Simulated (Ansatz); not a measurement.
In, fcc: geometry optimisation

Theory: Ansatz, DFT, LDA (PW92), plane waves (420 eV) with PAW, scalar-relativistic. The PAW files were generated under PBE, with cores re-solved for the functional.

k-point mesh 12×12×12, Fermi-Dirac smearing 0.1 eV, no spin polarisation. Cell and atoms relax.

Starting structure:

```yaml
crystal:
  lattice:
    - [0.00000, 2.35565, 2.35565]
    - [2.35565, 0.00000, 2.35565]
    - [2.35565, 2.35565, 0.00000]
  atoms:
    - { symbol: In, position: [0.00000, 0.00000, 0.00000] }
```

What cell does the relaxation end in?

Fm-3m with a = 4.615 Å; 24.57 Å³ per atom against 26.14 at the start (-6.0 %).

How much energy does the relaxation gain?

13.6 meV per atom.

Path of the relaxation (the plane waves are chosen anew near the end, which can shift the energy a little):

| step | E − E(final) (meV/atom) | V (Å³/atom) | P (GPa) | max force (eV/Å) |
| --- | --- | --- | --- | --- |
| 0 | 13.56 | 26.144 | -2.61 | 0.000 |
| 1 | -0.14 | 24.691 | -0.22 | 0.000 |
| 2 | -0.23 | 24.566 | 0.03 | 0.000 |
| 3 | 0.00 | 24.566 | 0.03 | 0.000 |
